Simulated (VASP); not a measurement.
# Ir (P6_3/mmc) in VASP: further runs, part 2 of 2

VASP 6.6.1. The steps go on from the part before.

## (3) Relaxation of cell and atoms, RPBE

INCAR reads:

```
PREC = Accurate
ENCUT = 600
EDIFF = 1E-7
ISMEAR = 0
SIGMA = 0.1
LREAL = False
LASPH = True
NELM = 80
ALGO = Normal
ISIF = 3
LWAVE = False
LCHARG = False
GGA = RP
IBRION = 2
NSW = 90
EDIFFG = -0.005
```

KPOINTS reads:

```
Automatic mesh
0
Gamma
  18 18 10
```

POSCAR reads:

```
Ir
1.0
    2.7181147100      0.0000000000      0.0000000000
   -1.3590573500      2.3539563900      0.0000000000
    0.0000000000      0.0000000000      4.4386813200
Ir
2
Direct
    0.3333333300      0.6666666700      0.2500000000
    0.6666666700      0.3333333300      0.7500000000
```

Potentials or basis: VASP PAW PBE potentials, release 64 (Ir).

Run with:

```
cat potpaw_PBE.64/Ir/POTCAR > POTCAR
mpirun -np 1 vasp_std > vasp.out
```

OUTCAR:

```text
PREC = Accurate
   ENCUT = 600
   EDIFF = 1E-7
   ISMEAR = 0
   LREAL = False
   LASPH = True
   NELM = 80
   ISIF = 3
   GGA = RP
   IBRION = 2
   NSW = 90
   EDIFFG = -0.005

 ion  position               nearest neighbor table
   1  0.333  0.667  0.250-   2 2.72   2 2.72   2 2.72   2 2.72   2 2.72   2 2.72
   2  0.667  0.333  0.750-   1 2.72   1 2.72   1 2.72   1 2.72   1 2.72   1 2.72

  LATTYP: Found a hexagonal cell.
 ALAT       =     2.7181147100
 C/A-ratio  =     1.6329999995

  Lattice vectors:

 A1 = (   2.7181147100,   0.0000000000,   0.0000000000)
 A2 = (  -1.3590573500,   2.3539563900,   0.0000000000)
 A3 = (   0.0000000000,   0.0000000000,   4.4386813200)

Analysis of symmetry for initial positions (statically):
=====================================================================
 Subroutine PRICEL returns:
 Original cell was already a primitive cell.

 Routine SETGRP: Setting up the symmetry group for a
 hexagonal supercell.

 Subroutine GETGRP returns: Found 24 space group operations
 (whereof 12 operations were pure point group operations)
 out of a pool of 24 trial point group operations.

The static configuration has the point symmetry D_3d.
 The point group associated with its full space group is D_6h.

Analysis of symmetry for dynamics (positions and initial velocities):
=====================================================================
 Subroutine PRICEL returns:
 Original cell was already a primitive cell.

 Routine SETGRP: Setting up the symmetry group for a
 hexagonal supercell.

 Subroutine GETGRP returns: Found 24 space group operations
 (whereof 12 operations were pure point group operations)
 out of a pool of 24 trial point group operations.

The dynamic configuration has the point symmetry D_3d.
 The point group associated with its full space group is D_6h.

 Subroutine INISYM returns: Found 24 space group operations
 (whereof 12 operations are pure point group operations),
 and found     1 'primitive' translations

----------------------------------------------------------------------------------------

                                     Primitive cell

  volume of cell :      28.4001

  direct lattice vectors                    reciprocal lattice vectors
     2.718114710  0.000000000  0.000000000     0.367902060  0.212408352  0.000000000
[... 106 lines left out ...]
     AMIX_MAG =   1.60;   BMIX_MAG =  1.00
  volume/ion in A,a.u.               =      14.20        95.83
  Fermi-wavevector in a.u.,A,eV,Ry     =   1.406238  2.657405 26.905608  1.977506
  Thomas-Fermi vector in A             =   2.528619
   LORBIT       =      0    0 simple, 1 ext, 2 COOP (PROOUT), +10 PAW based schemes
   GGA     = RP    functional components
   LHFCALC =     F    Hartree Fock is set to
   AEXX    =    0.0000 exact exchange contribution
   IVDW    =     0    specifies the selected vdW correction
   LEPSILON=     F    determine dielectric tensor
   LRPA    =     F    only Hartree local field effects (RPA)
 conjugate gradient relaxation of ions
 non-spin polarized calculation
 Gauss-broadening in eV      SIGMA  =   0.10
  energy-cutoff  :      600.00
  volume of cell :       28.40
 maximum number of plane-waves:       972
 NGX is ok and might be reduce to    24
   NGX = 11   NGY = 11   NGZ = 17

--------------------------------------- Ionic step        1  -------------------------------------------

 number of electron      18.0000000 magnetization

 Free energy of the ion-electron system (eV)
  ---------------------------------------------------
  ext. energy  EPLUGINS =         0.00000000
  ---------------------------------------------------
  free energy    TOTEN  =       -16.19383060 eV

  energy without entropy =      -16.18355850  energy(sigma->0) =      -16.18869455

 E-fermi :  10.5365     XC(G=0): -13.9274

 val. band max:       10.5333817050   @ k =   0.2222   0.1111   0.5000
 cond. band min:      10.5422298658   @ k =   0.2778   0.1111   0.2000
 fundamental gap:      0.0088481608
 Fermi energy:        10.5364533382

 k-point     1 :       0.0000    0.0000    0.0000
  band No.  band energies     occupation
      1      -0.6412      2.00000
      2       2.3736      2.00000
      3       6.5357      2.00000
      4       6.7092      2.00000
      5       6.7092      2.00000
      6       7.3487      2.00000
      7       7.3487      2.00000
      8       8.2195      2.00000
      9       8.2195      2.00000
     10       9.6561      2.00000
     11      10.8077      0.00013
     12      10.8077      0.00013
     13      17.5177      0.00000
[... 655 lines left out ...]
--------------------------------------- Ionic step        9  -------------------------------------------

 number of electron      17.9999998 magnetization

 Free energy of the ion-electron system (eV)
  ---------------------------------------------------
  ext. energy  EPLUGINS =         0.00000000
  ---------------------------------------------------
  free energy    TOTEN  =       -16.24198360 eV

  energy without entropy =      -16.23110432  energy(sigma->0) =      -16.23654396

 E-fermi :   9.8807     XC(G=0): -13.6958

 val. band max:        9.8750319276   @ k =   0.3333   0.3333   0.1000
 cond. band min:       9.8924431142   @ k =   0.3889   0.0000   0.1000
 fundamental gap:      0.0174111865
 Fermi energy:         9.8807295656

 k-point     1 :       0.0000    0.0000    0.0000
  band No.  band energies     occupation
      1      -0.8837      2.00000
      2       2.1387      2.00000
      3       6.1793      2.00000
      4       6.2711      2.00000
      5       6.2711      2.00000
      6       6.8869      2.00000
      7       6.8869      2.00000
      8       7.6286      2.00000
      9       7.6286      2.00000
     10       9.1821      2.00000
     11      10.1243      0.00057
     12      10.1243      0.00057
     13      16.6077      0.00000
[... 397 lines left out ...]
  FREE ENERGIE OF THE ION-ELECTRON SYSTEM (eV)
  ---------------------------------------------------
  free  energy   TOTEN  =       -16.2419835967 eV

  energy  without entropy=      -16.2311043226  energy(sigma->0) =      -16.23654396

 reached required accuracy - stopping structural energy minimisation
```

CONTCAR:

```text
Ir
   1.00000000000000
     2.7604854310592932    0.0000000000905237    0.0000000000000000
    -1.3802427103733099    2.3906505108034826    0.0000000000000000
    -0.0000000000000000   -0.0000000000000000    4.4726031545301064
  Ir
     2
Direct
     0.3333333300000021    0.6666666699999979    0.2500000000000000
     0.6666666699999979    0.3333333300000021    0.7500000000000000

  0.00000000E+00  0.00000000E+00  0.00000000E+00
  0.00000000E+00  0.00000000E+00  0.00000000E+00
```

Wall time 5.7 min (1 thread of Intel Xeon Platinum 8488C (Sapphire Rapids), shared host); peak memory 0.24 GiB.

Results:

| Property | Result |
| --- | --- |
| Free energy | -16.2420 eV |
| Relaxed volume | 14.76 Å³/atom |
| Relaxed cell | a = 2.760 Å, b = 2.760 Å, c = 4.473 Å, α = 90.00°, β = 90.00°, γ = 120.00° |
| Space group after relaxing (to 0.05 Å) | P6_3/mmc (No. 194) |
| Energy gained by relaxing | 24.1 meV/atom |
| Ionic steps | 9 |
| Pressure after relaxing | 0.0 GPa |
| Band gap on the k mesh | none (metal or under the smearing width) |

The path:
```
step  energy change (eV)  largest force (eV/Å)  pressure (GPa)  volume (Å³)
   1              0.0000                0.0000           14.03        28.40
   2              0.4378                0.0000          -31.28        33.82
   3             -0.0474                0.0000           -0.86        29.59
   4             -0.0476                0.0000           -0.13        29.53
   5             -0.0476                0.0000            0.12        29.51
   6             -0.0481                0.0000            0.24        29.50
   7             -0.0481                0.0000            0.21        29.50
   8             -0.0481                0.0000           -0.53        29.57
   9             -0.0482                0.0000            0.02        29.52
```

Final structure:
```yaml
crystal:
  lattice:
    - [2.76049, 0.00000, 0.00000]
    - [-1.38024, 2.39065, 0.00000]
    - [0.00000, 0.00000, 4.47260]
  atoms:
    - { symbol: Ir, position: [0.33333, 0.66667, 0.25000] }
    - { symbol: Ir, position: [0.66667, 0.33333, 0.75000] }
```

Caveat: the PAW data sets were made with another functional, which shifts forces and pressure a little. The run has no spin-orbit coupling, so splittings on Ir are missing.
